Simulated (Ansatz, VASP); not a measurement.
# TiH3 in VASP and in Ansatz

```
CELL_PARAMETERS angstrom
-1.86021 1.86021 1.86021
1.86021 -1.86021 1.86021
1.86021 1.86021 -1.86021
ATOMIC_POSITIONS crystal
Ti 0.00000 0.00000 0.00000
H 0.00000 0.50000 0.50000
H 0.50000 0.00000 0.50000
H 0.50000 0.50000 0.00000
```

Alike in both runs: functional PBE; k mesh 6 × 6 × 6; occupations gaussian, width 0.1 eV; no spin polarisation.

Ansatz relaxed the structure, and its values are those at the end. VASP's run is a single point on that final structure, the one shown.

|  | VASP | Ansatz |
| --- | --- | --- |
| version | VASP 6.6.1 | Ansatz 0.2.0 |
| potentials or method | VASP PAW PBE potentials, release 64 (Ti_sv, H) | scalar-relativistic, plane waves, PAW |
| plane-wave cutoff (eV) | 520 | 420 |
| valence electrons in the cell | 15 | 15 |

|  | VASP | Ansatz | Ansatz less VASP |
| --- | --- | --- | --- |
| gap on the k mesh at the Fermi level (eV) | none | none | - |
| pressure (GPa) | -0.2 | -0.1 | +0.07 |

A gap of «none» marks a metal or a gap that the smearing closes. The functional is the same, so the differences come from potentials, cutoffs and numerics.

Caveats: the k mesh is coarse (spacing up to 0.40 Å⁻¹), so the values aren't converged.
